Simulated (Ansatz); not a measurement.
Na2S:

```
S Na
1.0
     0.00000    3.27350    3.27350
     3.27350    0.00000    3.27350
     3.27350    3.27350    0.00000
S Na
1 2
Cartesian
  0.0000 0.0000 0.0000
  4.9102 4.9102 4.9102
  1.6367 1.6367 1.6367
```

Base run:

* Program: Ansatz 0.2.0
* Functional: PBEsol
* Potentials or basis: all-electron LAPW, scalar-relativistic
* Cutoff: 143 eV (chosen from the basis error)
* Basis error allowed: 0.002 eV/atom
* k mesh: 7 × 7 × 7
* Occupations: fermi-dirac, width 0.05 eV
* Spin: no spin polarisation

Its results: band gap on the k mesh 2.36 eV, direct; pressure -0.6 GPa.

Question: The run is repeated on the same cell with these changes: potentials or basis from all-electron LAPW, scalar-relativistic to all-electron LAPW, non-relativistic. What comes out?

Answer: Band gap on the k mesh 2.41 eV, direct; pressure -0.6 GPa.
